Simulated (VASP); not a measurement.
# Si (a cell with a defect) in VASP: a series of runs

One crystal, Si (a cell with a defect), is run at these levels: PBEsol; tasks: single point, relaxation of the atoms.

All numbers are computed with VASP 6.6.1; they aren't measurements. Logs are shortened: lines on timing, memory, paths and dates and some standing lists are left out, and cuts for length are marked.

## 1. The structure

The cell holds a defect, 17 atoms: a = 7.679 Å, b = 7.679 Å, c = 7.679 Å, α = 60.00°, β = 60.00°, γ = 60.00°.

The cell was built by a generator and needn't be a form met in nature.

## 2. Single point, PBEsol

Input file INCAR:

```
SYSTEM = Si
PREC = Accurate ; ENCUT = 520
EDIFF = 1E-7 ; ISMEAR = -1
SIGMA = 0.02 ; LREAL = Auto
LASPH = .True. ; NELM = 100
ALGO = Fast ; ISIF = 2
LWAVE = .False. ; LCHARG = .True.
GGA = PS ; LELF = .True.
LVHAR = .True. ; NBANDS = 48
```

Input file KPOINTS:

```
regular mesh
0
Gamma
  2 2 2
  0 0 0
```

Input file POSCAR:

```
Si
1.0
    0.0000000000      5.4300000000      5.4300000000
    5.4300000000      0.0000000000      5.4300000000
    5.4300000000      5.4300000000      0.0000000000
Si
17
Direct
   -0.0031024969     -0.0026837017      0.0023252593
    0.1231293623      0.1236687362      0.1298228882
   -0.0002781267      0.0011200814      0.4985225069
    0.1224733846      0.1233671044      0.6221809621
   -0.0031280798      0.5038208430      0.0022409538
    0.1261488863      0.6250618215      0.1240369910
   -0.0035560099      0.5038108776      0.4963700199
    0.1224502008      0.6324843453      0.6220696186
    0.5031302063     -0.0027464360      0.0025817153
    0.6245676047      0.1262592165      0.1243482587
    0.5027004024     -0.0027374580      0.4967515191
    0.6310475458      0.1233993422      0.6225118177
    0.4999378041      0.5000767227      0.0000133822
    0.6245124881      0.6250737496      0.1242470435
    0.5027072479      0.5037312509      0.4966429123
    0.6241560160      0.6249813434      0.6262487748
    0.2496812639      0.2512277611      0.7484436765
```

Potentials or basis: VASP PAW PBE potentials, release 64 (Si).

On the command line:

```
> cat potpaw_PBE.64/Si/POTCAR > POTCAR
> mpirun -np 1 vasp_std > vasp.out
```

OUTCAR:

```text
SYSTEM = Si
   PREC = Accurate
   ENCUT = 520
   EDIFF = 1E-7
   ISMEAR = -1
   LREAL = Auto
   LASPH = .True.
   NELM = 100
   ISIF = 2
   GGA = PS

 ion  position               nearest neighbor table
   1  0.997  0.997  0.002-   6 2.33  10 2.33   2 2.38   4 2.38  17 2.75
   2  0.123  0.124  0.130-   3 2.31   9 2.38   1 2.38   5 2.38  17 2.39
   3  1.000  0.001  0.499-   8 2.31   4 2.31  12 2.31   2 2.31
   4  0.122  0.123  0.622-   3 2.31   1 2.38  11 2.38   7 2.39  17 2.39
   5  0.997  0.504  0.002-   6 2.33  14 2.33   2 2.38   8 2.38  17 2.75
   6  0.126  0.625  0.124-   1 2.33   5 2.33   7 2.33  13 2.34
   7  0.996  0.504  0.496-  16 2.33   6 2.33   8 2.39   4 2.39  17 2.74
   8  0.122  0.632  0.622-   3 2.31   5 2.38  15 2.38   7 2.39  17 2.39
   9  0.503  0.997  0.003-  14 2.33  10 2.33   2 2.38  12 2.38  17 2.76
  10  0.625  0.126  0.124-   9 2.33   1 2.33  11 2.34  13 2.34
  11  0.503  0.997  0.497-  16 2.33  10 2.34   4 2.38  12 2.38  17 2.75
  12  0.631  0.123  0.623-   3 2.31   9 2.38  11 2.38  15 2.38  17 2.39
  13  0.500  0.500  0.000-  16 2.34   6 2.34  14 2.34  10 2.34
  14  0.625  0.625  0.124-   9 2.33   5 2.33  15 2.34  13 2.34
  15  0.503  0.504  0.497-  16 2.33  14 2.34   8 2.38  12 2.38  17 2.75
  16  0.624  0.625  0.626-  11 2.33   7 2.33  15 2.33  13 2.34
  17  0.250  0.251  0.748-   8 2.39   4 2.39  12 2.39   2 2.39   7 2.74  15 2.75  11 2.75   5 2.75
                             1 2.75   9 2.76

  LATTYP: Found a face centered cubic cell.
 ALAT       =    10.8600000000

  Lattice vectors:

 A1 = (   0.0000000000,   5.4300000000,   5.4300000000)
 A2 = (   5.4300000000,   0.0000000000,   5.4300000000)
 A3 = (   5.4300000000,   5.4300000000,   0.0000000000)

Analysis of symmetry for initial positions (statically):
=====================================================================
 Subroutine PRICEL returns:
 Original cell was already a primitive cell.

 Routine SETGRP: Setting up the symmetry group for a
 face centered cubic supercell.

 Subroutine GETGRP returns: Found  1 space group operations
 (whereof  1 operations were pure point group operations)
 out of a pool of 48 trial point group operations.

The static configuration has the point symmetry C_1 .

Analysis of symmetry for dynamics (positions and initial velocities):
=====================================================================
 Subroutine PRICEL returns:
 Original cell was already a primitive cell.

 Routine SETGRP: Setting up the symmetry group for a
 face centered cubic supercell.

 Subroutine GETGRP returns: Found  1 space group operations
 (whereof  1 operations were pure point group operations)
 out of a pool of 48 trial point group operations.

The dynamic configuration has the point symmetry C_1 .

 Subroutine INISYM returns: Found  1 space group operations
 (whereof  1 operations are pure point group operations),
 and found     1 'primitive' translations

----------------------------------------------------------------------------------------

                                     Primitive cell

  volume of cell :     320.2060

  direct lattice vectors                    reciprocal lattice vectors
     0.000000000  5.430000000  5.430000000    -0.092081031  0.092081031  0.092081031
     5.430000000  0.000000000  5.430000000     0.092081031 -0.092081031  0.092081031
     5.430000000  5.430000000  0.000000000     0.092081031  0.092081031 -0.092081031

  length of vectors
     7.679179644  7.679179644  7.679179644     0.159489025  0.159489025  0.159489025

  position of ions in fractional coordinates (direct lattice)
     0.996897503  0.997316298  0.002325259
     0.123129362  0.123668736  0.129822888
     0.999721873  0.001120081  0.498522507
     0.122473385  0.123367104  0.622180962
     0.996871920  0.503820843  0.002240954
     0.126148886  0.625061821  0.124036991
[... 9 lines left out ...]
     0.624156016  0.624981343  0.626248775
     0.249681264  0.251227761  0.748443677

  ion indices of the primitive-cell ions
   primitive index   ion index
                 1           1
                 2           2
                 3           3
                 4           4
                 5           5
                 6           6
[... 9 lines left out ...]
                16          16
                17          17

----------------------------------------------------------------------------------------

 KPOINTS: regular mesh

Automatic generation of k-mesh.
 Grid dimensions read from file:
 generate k-points for:    2    2    2

 Generating k-lattice:

  Cartesian coordinates                     Fractional coordinates (reciprocal lattice)
    -0.046040516  0.046040516  0.046040516     0.500000000  0.000000000  0.000000000
     0.046040516 -0.046040516  0.046040516     0.000000000  0.500000000  0.000000000
     0.046040516  0.046040516 -0.046040516     0.000000000  0.000000000  0.500000000

  Length of vectors
     0.079744512  0.079744512  0.079744512

  Shift w.r.t. Gamma in fractional coordinates (k-lattice)
     0.000000000  0.000000000  0.000000000

 Subroutine IBZKPT returns following result:
 ===========================================

 Found      8 irreducible k-points:

 Following reciprocal coordinates:
            Coordinates               Weight
  0.000000  0.000000  0.000000      1.000000
  0.500000  0.000000  0.000000      1.000000
  0.000000  0.500000  0.000000      1.000000
  0.000000  0.000000  0.500000      1.000000
  0.500000  0.500000  0.500000      1.000000
  0.500000  0.500000  0.000000      1.000000
  0.000000  0.500000  0.500000      1.000000
  0.500000  0.000000  0.500000      1.000000
   k-points           NKPTS =      8   k-points in BZ     NKDIM =      8   number of bands    NBANDS=     48
   number of dos      NEDOS =    301   number of ions     NIONS =     17
   total plane-waves  NPLWV = 216000
   dimension x,y,z NGX =    60 NGY =   60 NGZ =   60
   dimension x,y,z NGXF=   120 NGYF=  120 NGZF=  120
   ions per type =              17
   NGX,Y,Z   is equivalent  to a cutoff of  12.99, 12.99, 12.99 a.u.
   NGXF,Y,Z  is equivalent  to a cutoff of  25.98, 25.98, 25.98 a.u.
 SYSTEM =  Si
   PREC   = accura    normal or accurate (medium, high low for compatibility)
   ISTART =      0    job   : 0-new  1-cont  2-samecut
   ICHARG =      2    charge: 1-file 2-atom 10-const
   ISPIN  =      1    spin polarized calculation?
   LNONCOLLINEAR =      F non collinear calculations
   LSORBIT =      F    spin-orbit coupling
   LASPH  =      T    aspherical Exc in radial PAW
   ENCUT  =  520.0 eV  38.22 Ry    6.18 a.u.  14.28 14.28 14.28*2*pi/ulx,y,z
   NELM   =    100;   NELMIN=  2; NELMDL= -5     # of ELM steps
   EDIFF  = 0.1E-06   stopping-criterion for ELM
   LREAL  =      T    real-space projection
   EDIFFG = 0.1E-05   stopping-criterion for IOM
   NSW    =      0    number of steps for IOM
   IBRION =     -1    ionic relax: 0-MD 1-quasi-New 2-CG
   NFREE  =      0    steps in history (QN), initial steepest desc. (CG)
   ISIF   =      2    stress and relaxation
   ISYM   =      2    0-nonsym 1-usesym 2-fastsym
   POTIM  = 0.5000    time-step for ionic-motion
   TEBEG  =    0.0;   TEEND  =   0.0 temperature during run
   PSTRESS=    0.0 pullay stress
   NELECT =      68.0000    total number of electrons
   NUPDOWN=      -1.0000    fix difference up-down
   EMIN   =  10.00;   EMAX   =-10.00  energy-range for DOS
   EFERMI =   0.00;   METHOD = LEGACY
   ISMEAR =    -1;   SIGMA  =   0.02  broadening in eV -4-tet -1-fermi 0-gaus
   EFERMI_NEDOS =   21; number of points for ismear=-14 and -15
   IALGO  =     68    algorithm
   IMIX   =      4    mixing-type and parameters
     AMIX     =   0.40;   BMIX     =  1.00
     AMIX_MAG =   1.60;   BMIX_MAG =  1.00
  volume/ion in A,a.u.               =      18.84       127.11
  Fermi-wavevector in a.u.,A,eV,Ry     =   0.976715  1.845724 12.979587  0.953973
  Thomas-Fermi vector in A             =   2.107356
   LORBIT       =      0    0 simple, 1 ext, 2 COOP (PROOUT), +10 PAW based schemes
   GGA     = PS    functional components
   LHFCALC =     F    Hartree Fock is set to
   AEXX    =    0.0000 exact exchange contribution
   IVDW    =     0    specifies the selected vdW correction
   LEPSILON=     F    determine dielectric tensor
   LRPA    =     F    only Hartree local field effects (RPA)
 non-spin polarized calculation
 RMM-DIIS sequential band-by-band and
  energy-cutoff  :      520.00
  volume of cell :      320.21
 maximum number of plane-waves:      8646
 NGX is ok and might be reduce to    60
   NGX = 29   NGY = 29   NGZ = 29

 number of electron      68.0000001 magnetization

 Free energy of the ion-electron system (eV)
  ---------------------------------------------------
  ext. energy  EPLUGINS =         0.00000000
  ---------------------------------------------------
  free energy    TOTEN  =       -93.92804007 eV

  energy without entropy =      -93.91647113  energy(sigma->0) =      -93.92225560

 E-fermi :   6.7920     XC(G=0):  -9.8061

 val. band max:        6.5665912289   @ k =   0.0000   0.0000   0.0000
 cond. band min:       6.8100988783   @ k =   0.5000   0.0000   0.5000
 fundamental gap:      0.2435076493
 Fermi energy:         6.7920177114

 k-point     1 :       0.0000    0.0000    0.0000
  band No.  band energies     occupation
      1      -6.3884      2.00000
      2      -3.8273      2.00000
      3      -3.6849      2.00000
      4      -3.6831      2.00000
      5      -3.6824      2.00000
      6      -2.8716      2.00000
[... 38 lines left out ...]
     45       8.0226      0.00000
     46       8.9714      0.00000

 k-point     2 :       0.5000    0.0000    0.0000
  band No.  band energies     occupation
      1      -5.9869      2.00000
      2      -5.0183      2.00000
      3      -3.6277      2.00000
      4      -3.4899      2.00000
      5      -3.4851      2.00000
      6      -3.0059      2.00000
[... 38 lines left out ...]
     45       9.7301      0.00000
     46       9.8434      0.00000

 k-point     3 :       0.0000    0.5000    0.0000
  band No.  band energies     occupation
      1      -5.9863      2.00000
      2      -5.0200      2.00000
      3      -3.6284      2.00000
      4      -3.4872      2.00000
      5      -3.4855      2.00000
      6      -3.0057      2.00000
[... 38 lines left out ...]
     45       9.7286      0.00000
     46       9.8411      0.00000

 k-point     4 :       0.0000    0.0000    0.5000
  band No.  band energies     occupation
      1      -5.9873      2.00000
      2      -5.0175      2.00000
      3      -3.6270      2.00000
      4      -3.4897      2.00000
      5      -3.4862      2.00000
      6      -3.0060      2.00000
[... 38 lines left out ...]
     45       9.7304      0.00000
     46       9.8459      0.00000

 k-point     5 :       0.5000    0.5000    0.5000
  band No.  band energies     occupation
      1      -5.9866      2.00000
      2      -5.0192      2.00000
      3      -3.6281      2.00000
      4      -3.4884      2.00000
      5      -3.4854      2.00000
      6      -3.0058      2.00000
[... 38 lines left out ...]
     45       9.7290      0.00000
     46       9.8417      0.00000

 k-point     6 :       0.5000    0.5000    0.0000
  band No.  band energies     occupation
      1      -5.8536      2.00000
      2      -4.7878      2.00000
      3      -4.0490      2.00000
      4      -3.9390      2.00000
      5      -3.9382      2.00000
      6      -3.6805      2.00000
[... 38 lines left out ...]
     45      10.0345      0.00000
     46      10.0379      0.00000

 k-point     7 :       0.0000    0.5000    0.5000
  band No.  band energies     occupation
      1      -5.8536      2.00000
      2      -4.7878      2.00000
      3      -4.0490      2.00000
      4      -3.9386      2.00000
      5      -3.9384      2.00000
      6      -3.6806      2.00000
[... 38 lines left out ...]
     45      10.0352      0.00000
     46      10.0369      0.00000

 k-point     8 :       0.5000    0.0000    0.5000
  band No.  band energies     occupation
      1      -5.8536      2.00000
      2      -4.7877      2.00000
      3      -4.0489      2.00000
      4      -3.9396      2.00000
      5      -3.9380      2.00000
      6      -3.6804      2.00000
[... 38 lines left out ...]
     45      10.0334      0.00000
     46      10.0401      0.00000
 [bands above 46 left out]

------------------------ aborting loop because EDIFF is reached ----------------------------------------

  FORCE on cell =-STRESS in cart. coord.  units (eV):
  Direction    XX          YY          ZZ          XY          YZ          ZX
  --------------------------------------------------------------------------------------
  -------------------------------------------------------------------------------------
  Total        6.9701195      6.9634272      6.9704415     -0.0030917      0.0040485      0.0042505
  in kB       34.8755705     34.8420850     34.8771816     -0.0154698      0.0202571      0.0212675
  external PRESSURE =      34.8649457 kB  Pullay stress =       0.0000000 kB

 VOLUME and BASIS-vectors are now :
 -----------------------------------------------------------------------------
  energy-cutoff  :      520.00
  volume of cell :      320.21
      direct lattice vectors                 reciprocal lattice vectors
     0.000000000  5.430000000  5.430000000    -0.092081031  0.092081031  0.092081031
     5.430000000  0.000000000  5.430000000     0.092081031 -0.092081031  0.092081031
     5.430000000  5.430000000  0.000000000     0.092081031  0.092081031 -0.092081031

 POSITION                                       TOTAL-FORCE (eV/Angst)
 -----------------------------------------------------------------------------------
      5.42805      5.42578     10.82858         0.002681     -0.003482      0.018136
      1.37646      1.37353      1.34011         0.019579      0.016903     -0.017197
      2.71306      8.13547      5.43457         0.001154     -0.002719      0.001255
      4.04833      4.04347      1.33491        -0.005553     -0.011854     -0.005635
      2.74792      5.42518      8.14876        -0.015476     -0.000118     -0.003093
      4.06761      1.35851      4.07907        -0.017862      0.022510      0.013531
[... 9 lines left out ...]
      6.79418      6.78970      6.78282         0.014184      0.018640     -0.016848
      5.42822      5.41982      2.71994        -0.001197      0.001363     -0.001446
 -----------------------------------------------------------------------------------
    total drift:                               -0.001898      0.002574     -0.003057

  FREE ENERGIE OF THE ION-ELECTRON SYSTEM (eV)
  ---------------------------------------------------
  free  energy   TOTEN  =       -93.9280400707 eV

  energy  without entropy=      -93.9164711284  energy(sigma->0) =      -93.92225560
```

Wall time 5.9 min (1 thread of Intel Xeon Platinum 8259CL at 2.50GHz (Skylake/Cascade Lake), shared host); peak memory 0.47 GiB.

What came out:

| Quantity | Value |
| --- | --- |
| Free energy | -93.9280 eV |
| Pressure | 3.5 GPa |
| Largest force | 0.035 eV/Å |
| Band gap on the k mesh | none (metal or under the smearing width) |

Forces on the atoms (eV/Å):
```
Si   0.003 -0.003  0.018
Si   0.020  0.017 -0.017
Si   0.001 -0.003  0.001
Si  -0.006 -0.012 -0.006
Si  -0.015  0.000 -0.003
Si  -0.018  0.023  0.014
Si  -0.004  0.019  0.000
Si   0.007 -0.010  0.007
Si   0.001 -0.028  0.002
Si   0.025 -0.013  0.020
Si   0.012 -0.005  0.006
Si  -0.010  0.009  0.013
Si   0.000 -0.002  0.001
Si  -0.021 -0.010 -0.025
Si  -0.006 -0.001 -0.013
Si   0.014  0.019 -0.017
Si  -0.001  0.001 -0.001
```

Levels at points of the mesh, in eV from the Fermi level:
```
           k point  band 32  band 33  band 34  band 35  band 36  band 37
(0.00, 0.00, 0.00)    -0.76    -0.76    -0.23    -0.23    -0.23     0.05
(0.50, 0.00, 0.00)    -1.35    -1.35    -0.33     0.52     0.53     0.88
(0.00, 0.50, 0.00)    -1.35    -1.35    -0.33     0.52     0.53     0.88
(0.00, 0.00, 0.50)    -1.35    -1.35    -0.33     0.52     0.52     0.88
(0.50, 0.50, 0.50)    -1.35    -1.35    -0.33     0.52     0.53     0.88
(0.50, 0.50, 0.00)    -1.81    -0.96     0.02     0.72     1.04     1.05
(0.00, 0.50, 0.50)    -1.81    -0.96     0.02     0.72     1.04     1.05
(0.50, 0.00, 0.50)    -1.81    -0.96     0.02     0.72     1.04     1.05
```

Caveat: the k mesh is coarse (spacing up to 0.50 Å⁻¹), so the values aren't converged; the PAW data sets were made with another functional, which shifts forces and pressure a little.

[end of part 1 of 2]
